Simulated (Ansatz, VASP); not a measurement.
Two plane-wave programs on Sc

```
CELL_PARAMETERS angstrom
3.21868 0.00000 0.00000
-1.60934 2.78746 0.00000
0.00000 0.00000 22.25609
ATOMIC_POSITIONS crystal
Sc 0.66667 0.33333 0.38192
Sc 0.33333 0.66667 0.49667
Sc 0.00000 0.00000 0.61122
```

Alike in both runs: functional PBEsol; k mesh 9 × 9 × 1; occupations gaussian, width 0.1 eV; no spin polarisation.

Ansatz relaxed the structure, and its values are those at the end. VASP's run is a single point on that final structure, the one shown.

```csv
,VASP,Ansatz
version,VASP 6.6.1,Ansatz 0.2.0
potentials or method,"VASP PAW PBE potentials, release 64 (Sc_sv)","scalar-relativistic, plane waves, PAW"
plane-wave cutoff (eV),520,420
valence electrons in the cell,33,33
```

```csv
,VASP,Ansatz,Ansatz less VASP
gap on the k mesh at the Fermi level (eV),none,none,-
rms of the force components (eV/Å),0.004,0.006,+0.0016
```

A gap of «none» marks a metal or a gap that the smearing closes.

Caveats: the PAW data sets were made with another functional, which shifts forces and pressure a little (VASP).
